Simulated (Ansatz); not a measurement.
# A convergence test on BN (Qingsongite): k mesh of the density

How far can the k mesh of the density be lowered for the gap of BN (Qingsongite)?

Calculated with Ansatz 0.2.0; DFT, PBE, plane waves, PAW; PAW set soft_1.

**1. Set-up**

It takes space group F-43m (No. 216, cubic). Conventional cell: a = 3.615 Å, b = 3.615 Å, c = 3.615 Å, α = 90.00°, β = 90.00°, γ = 90.00°. Nearest to B lie 4 N at 1.57 Å. N has 4 B at 1.57 Å nearest. Farther neighbours and most contacts between anions are not listed.

The cell and positions come from the Crystallography Open Database and are kept as given unless a step says otherwise.

**2. k mesh of the density: 4×4×4**

input.yaml

```yaml
crystal:
  lattice:
    - [0.0, 1.8075, 1.8075]
    - [1.8075, 0.0, 1.8075]
    - [1.8075, 1.8075, 0.0]
  atoms:
    - { symbol: B, position: [0.0, 0.0, 0.0] }
    - { symbol: "N", position: [0.25, 0.25, 0.25] }
kpoints:
  mp_grid: { grid: [4, 4, 4] }
  band_path:
    path:
      - [0.0, 0.0, 0.0]
      - [-0.5, -0.5, 0.0]
      - [-0.375, -0.375, 0.25]
      - [-0.375, 0.0, 0.375]
      - [0.0, 0.0, 0.5]
      - [-0.5, -0.25, 0.25]
    npoints: 1
hamiltonian:
  xc: pbe
  pseudopotentials: { kind: paw, azcp: { folder: soft_1 } }
scf:
  occupations: { method: fixed }
  n_extra_bands: 4
output:
  eigenvalues: true
  write_density: true
  write_potential: true
  elf: true
  volumetric_format: npy
```

Started as:

```console
$ ansatz run input.yaml --threads 3 --pin off --max-ram 92160MiB --backend cuda --events-out ev --progress --plain --runs-dir out --devices 1 --max-vram 13GiB
```

Numbers of over 12 decimals in the logs are rounded to 6 here.

What it wrote:

```text
scf.n_extra_bands = 4 over 4 filled bands (N_el = 8.0): the run solves 8 bands
GPUs: using 1 of 1 available (devices: 1).
Engine: ansatz 0.2.0, x86_64-unknown-linux-gnu
Pseudopotentials: kind: paw
Pseudopotential: B, paw, valence charge 3, recommended cutoff 420 eV (normal), soft_1/B.paw.azcp
Pseudopotential: N, paw, valence charge 5, recommended cutoff 420 eV (normal), soft_1/N.paw.azcp
Functional definition: PBE
  parameter kappa = 0.804
  parameter beta = 0.066725
  exchange = pbe_x(kappa = kappa, mu = beta*pi^2/3)
  correlation = pbe_c(beta = beta)
device memory: the entry about to start is reckoned to put 1.2 GiB on a device that reports 60.1 GiB free (of which the cap on the GPU budget leaves the run 13.0 GiB)
GPU FFT provider: cuFFT
GPU libraries: cuBLAS 13.8.2, cuFFT 12.4.0, cuSOLVER 12.3.4
Crystal: 2 atoms, lattice volume = 11.810 Å³
Basis set: ecut = 420 eV, 259 PW (Γ)
Bands: 8, of which v1, the nominal top of the filled ones, is band 4 counted from 1 (3 counted from 0)
Symmetry: 24 space group operations
Space group: F-43m (ITA 216), of the structure as read, at distance tolerance 2.3e-5 Å
k-points: 8 of 64 (time reversal used)
Non-local potential: B, projectors of the file, l = 0: 2, l = 1: 2, l = 2: 1
Non-local potential: N, projectors of the file, l = 0: 2, l = 1: 2, l = 2: 1
PAW form: soft (Blöchl's): semilocal exchange-correlation on the pseudo side does not see the compensation charge
PAW one-centre angular grid: B, 110 points (default); XC on 64 Gauss nodes
PAW one-centre angular grid: N, 110 points (default); XC on 64 Gauss nodes
Initial density: superposition of atomic densities (chi_scale 0.1, normalization cell, long waves kept (reshape's long-wave potential 0.00 eV rms))
Initial wavefunctions: pseudopotential atomic-orbital guess
GPU buffer pool allocated for 5832 grid points (all kernels)
GPU transforms: local potential and band sums: pruned to the plane-wave sphere, on 18×18×18
Functional: x = pbe(κ = 0.804, μ = 0.219515), c = pbe(β = 0.066725)
SCF iter   1: F=—  HF=-542.880358 eV  |F-HF|=—  |Δ(HF+E_count)|=         —  Δρ=1.47e-1  dr2=2.08e0  ethr=3.10e-3  ⟨swp⟩=3.8  Hψ=366  notcnv=0  defer=12
preconditioner: auto → none  [insulator: Δε(μ)=5.735 eV  Ē_g=20.272 eV  n_scr=0 (ndim 8)  ℏωp=30.6 eV  f_vac=0.000  ε∞_Penn≈3.3]
SCF iter   2: F=—  HF=-542.260613 eV  |F-HF|=—  |Δ(HF+E_count)|=   6.20e-1  Δρ=6.50e-2  dr2=2.72e-1  ethr=3.10e-3  ⟨swp⟩=2.0  Hψ=188  notcnv=0  defer=2
SCF iter   3: F=—  HF=-542.207884 eV  |F-HF|=—  |Δ(HF+E_count)|=   5.27e-2  Δρ=2.34e-2  dr2=3.87e-2  ethr=3.10e-3  ⟨swp⟩=3.0  Hψ=103  notcnv=0  defer=13
SCF iter   4: F=—  HF=-542.204734 eV  |F-HF|=—  |Δ(HF+E_count)|=   3.15e-3  Δρ=2.99e-3  dr2=3.77e-4  ethr=4.84e-4  ⟨swp⟩=3.0  Hψ=115  notcnv=0  defer=13
SCF iter   5: F=—  HF=-542.204883 eV  |F-HF|=—  |Δ(HF+E_count)|=   1.49e-4  Δρ=3.03e-4  dr2=5.30e-6  ethr=4.72e-6  ⟨swp⟩=3.0  Hψ=107  notcnv=0  defer=13
SCF iter   6: F=—  HF=-542.204936 eV  |F-HF|=—  |Δ(HF+E_count)|=   5.28e-5  Δρ=2.00e-5  dr2=1.21e-8  ethr=1.25e-9  ⟨swp⟩=3.1  Hψ=338  notcnv=0
SCF iter   7: F=-542.204936 eV  HF=-542.204936 eV  |F-HF|=1.98e-10  |Δ(HF+E_count)|=   2.30e-8  Δρ=2.00e-6  dr2=4.16e-10  ethr=1.52e-10  ⟨swp⟩=1.0  Hψ=192  notcnv=0
SCF 1 converged in 7 iterations: F = -542.204936 eV  dr2 = 4.16e-10
[...]
device memory: the entry about to start is reckoned to put 0.6 GiB on a device that reports 57.3 GiB free (of which the cap on the GPU budget leaves the run 13.0 GiB)
NSCF: frozen V_eff on 6 k-points
SCF converged after 7 iterations
Free energy (F): -542.204936 eV
Harris-Foulkes:  -542.204936 eV  (|F-HF|=1.98e-10)
Internal energy: -542.204936 eV  (E = F + TS)
E sigma→0 (E₀):  -542.204936 eV
Fermi energy:    11.204715 eV
--- Per-component energies (eV) ---
  E_band       = 26.634229
  E_kinetic    = 183.992255
  E_local      = -159.191925  (includes V_loc(G=0)·N_el)
  E_nonlocal   = 42.082320
  E_hartree    = 49.224486
  E_xc         = -93.215329
  E_vxc        = -115.272391  (∫ρ·V_xc dr)
  E_paw        = -206.713072  (= ΣΔE_a)
  E_vpaw       = -23.425703  (= ΣTr[D̂ρ^β])
  E_aug_tail   = 0.000979  (compensation charges beyond the density's cutoff)
  E_ewald      = -358.384650
  E_smearing   = -0.000000  (= −TS)
  E_closure    = 0.000000  (closes the sum)
  Σ components = -542.204936   (vs F -542.204936, Δ=0.00e0)
--- Band table (eV; the first three rows and the last of 8) ---
  k-point 0: bands = ["-9.0422", "11.2047", "11.2047", "11.2047", "20.0027", "20.0027", "20.0027", "21.5188"]
  k-point 1: bands = ["-7.5610", "5.7170", "10.0730", "10.0730", "20.8237", "21.5252", "21.5252", "24.7622"]
  k-point 2: bands = ["-4.8163", "0.4982", "9.2577", "9.2577", "21.3201", "21.8962", "21.8962", "26.4530"]
  k-point 7: bands = ["-3.1365", "3.6035", "4.2285", "4.6860", "20.7977", "24.4756", "25.6817", "25.8525"]
```

The job ended after 6.3 s (1 × NVIDIA H100 80GB HBM3 (shared by 6 runs) with 3 threads of AMD EPYC 7R13 (Zen 3), shared host; peak memory 0.84 GiB).

The column dr2 measures how far the density is from self-consistency, as an energy; F and HF (Harris–Foulkes) agree once it is small.

This step gave:

```
gap                  : 4.443 eV
valence top at       : Γ
conduction bottom at : X
least direct gap     : 8.798 eV
```

The gap is indirect, with the least direct gap 4.36 eV higher.

**3. k mesh of the density: 6×6×6**

input.yaml: that of step 2 with these lines changed.

```diff
@@ -9,3 +9,3 @@
 kpoints:
-  mp_grid: { grid: [4, 4, 4] }
+  mp_grid: { grid: [6, 6, 6] }
   band_path:
@@ -27,5 +27 @@
   eigenvalues: true
-  write_density: true
-  write_potential: true
-  elf: true
-  volumetric_format: npy
```

What it wrote:

```text
[...]
GPUs: using 1 of 1 available (devices: 1).
[...]
GPU FFT provider: cuFFT
GPU libraries: cuBLAS 13.8.2, cuFFT 12.4.0, cuSOLVER 12.3.4
Crystal: 2 atoms, lattice volume = 11.810 Å³
Basis set: ecut = 420 eV, 259 PW (Γ)
Bands: 8, of which v1, the nominal top of the filled ones, is band 4 counted from 1 (3 counted from 0)
[... 1 set-up line as in the run before ...]
[...]
SCF 1 converged in 7 iterations: F = -542.275357 eV  dr2 = 5.69e-10
[...]
NSCF: frozen V_eff on 6 k-points
SCF converged after 7 iterations
Free energy (F): -542.275357 eV
[...]
Internal energy: -542.275357 eV  (E = F + TS)
E sigma→0 (E₀):  -542.275357 eV
Fermi energy:    11.172343 eV
[...]
--- Band table (eV; the first three rows and the last of 16) ---
[...]
```

Wall time 5.7 s (1 × NVIDIA H100 80GB HBM3 (shared by 6 runs) with 3 threads); peak memory 0.84 GiB.

Numbers from this step:

```
gap                  : 4.465 eV
valence top at       : Γ
conduction bottom at : X
least direct gap     : 8.823 eV
```

The gap is 4.465 eV, +0.022 eV from the run before at this level.

**4. k mesh of the density: 10×10×10 (the default)**

input.yaml, the sections that differ from step 3:

```yaml
kpoints:
  mp_grid: { grid: [10, 10, 10] }
  band_path:
    path:
      - [[0.0, 0.0, 0.0], [-0.5, -0.5, 0.0], [-0.375, -0.375, 0.25]]
      - [[-0.375, 0.0, 0.375], [0.0, 0.0, 0.0], [0.0, 0.0, 0.5], [-0.5, -0.25, 0.25], [-0.5, -0.5, 0.0]]
    npoints: 10
scf:
  occupations: { method: fermi_dirac, width: 0.02 }
  n_extra_bands: 4
output:
  eigenvalues: true
  write_density: true
  write_potential: true
  elf: true
  volumetric_format: npy
# crystal, hamiltonian: as in step 3
```

What it wrote:

```text
[...]
GPUs: using 1 of 1 available (devices: 1).
[...]
GPU FFT provider: cuFFT
GPU libraries: cuBLAS 13.8.2, cuFFT 12.4.0, cuSOLVER 12.3.4
Crystal: 2 atoms, lattice volume = 11.810 Å³
Basis set: ecut = 420 eV, 259 PW (Γ)
Bands: 8, of which v1, the nominal top of the filled ones, is band 4 counted from 1 (3 counted from 0)
[... 1 set-up line as in the run before ...]
[...]
SCF 1 converged in 7 iterations: F = -542.279258 eV  dr2 = 5.43e-10
[...]
NSCF: frozen V_eff on 62 k-points, pencils in batches of 32, up to order 40
SCF converged after 7 iterations
Free energy (F): -542.279258 eV
[...]
Internal energy: -542.279258 eV  (E = F + TS)
E sigma→0 (E₀):  -542.279258 eV
Fermi energy:    13.402718 eV
[...]
--- Band table (eV; the first three rows and the last of 47) ---
[...]
```

Run time: 5.7 s. Hardware: 1 × NVIDIA H100 80GB HBM3 (shared by 6 runs) with 3 threads; peak memory 0.86 GiB.

This step gave:

| Quantity | Value |
| --- | --- |
| gap | 4.467 eV |
| valence top at | Γ |
| conduction bottom at | X |
| least direct gap | 8.825 eV |

The gap is 4.467 eV, +0.002 eV from the run before at this level.

**5. k mesh of the density: 16×16×16**

input.yaml, the sections that differ from step 4:

```yaml
kpoints:
  mp_grid: { grid: [16, 16, 16] }
  band_path:
    path:
      - [0.0, 0.0, 0.0]
      - [-0.5, -0.5, 0.0]
      - [-0.375, -0.375, 0.25]
      - [-0.375, 0.0, 0.375]
      - [0.0, 0.0, 0.5]
      - [-0.5, -0.25, 0.25]
    npoints: 1
scf:
  occupations: { method: fixed }
  n_extra_bands: 4
output:
  eigenvalues: true
# crystal, hamiltonian: as in step 4
```

What it wrote:

```text
[...]
GPUs: using 1 of 1 available (devices: 1).
[...]
GPU FFT provider: cuFFT
GPU libraries: cuBLAS 13.8.2, cuFFT 12.4.0, cuSOLVER 12.3.4
Crystal: 2 atoms, lattice volume = 11.810 Å³
Basis set: ecut = 420 eV, 259 PW (Γ)
Bands: 8, of which v1, the nominal top of the filled ones, is band 4 counted from 1 (3 counted from 0)
[... 1 set-up line as in the run before ...]
[...]
SCF 1 converged in 7 iterations: F = -542.279381 eV  dr2 = 4.60e-10
[...]
SCF converged after 7 iterations
Free energy (F): -542.279381 eV
[...]
Internal energy: -542.279381 eV  (E = F + TS)
E sigma→0 (E₀):  -542.279381 eV
Fermi energy:    11.169463 eV
[...]
--- Band table (eV; the first three rows and the last of 145) ---
[...]
```

Elapsed: 9.6 s, on 1 × NVIDIA H100 80GB HBM3 (shared by 6 runs) with 3 threads; peak memory 0.84 GiB.

Numbers from this step:

```
gap                  : 4.467 eV
valence top at       : Γ
conduction bottom at : X
least direct gap     : 8.825 eV
```

The gap is 4.467 eV, as in the run before at this level.

**6. The series**

Differences are against the last row; a negative gap means that bands overlap, and a run with a band path holds that path's time. Times are wall times on 1 × NVIDIA H100 80GB HBM3 (shared by 6 runs) with 3 threads of AMD EPYC 7R13 (Zen 3), shared host, good to a factor of about two.

```tsv
k mesh of the density	gap (eV)	direct gap (eV)	gap error (eV)	energy error (meV/atom)	irreducible k	time
4×4×4	4.443	8.798	−0.024	+37.2	8	6.3 s
6×6×6	4.465	8.823	−0.002	+2.0	16	5.7 s
10×10×10	4.467	8.825	+0.000	+0.1	47	5.7 s
16×16×16	4.467	8.825	+0.000	+0.0	145	9.6 s
```

**7. Summary of results**

```
4×4×4    : 4.443 eV
6×6×6    : 4.465 eV
10×10×10 : 4.467 eV
16×16×16 : 4.467 eV
```

In words: The gap holds to 0.02 eV from 6×6×6 on. At 4×4×4 the gap is off by −0.024 eV and the energy by +37 meV/atom. The gap is read over the mesh and added points near the edges, so meshes differ mainly through the density and, for a hybrid, the exchange operator.

[Paths, hosts, dates, memory and timing lines, banners, echoed tables and standing remarks are left out of the program output.]

[Logs are printed without paths, hosts, clocks, repeated set-up lines and the standing remarks that a program may print on its own settings, such as how far it seeks lower states.]

[Runs of the session that timed out or met a known fault of the program may be left out.]

[Cells called generated may have been cut or substituted from an entry of the Crystallography Open Database or the Materials Project.]

[Hosts, paths, dates, database ids (printed as entryN), source tags and the programs' standing remarks are cut or masked in the printed files.]
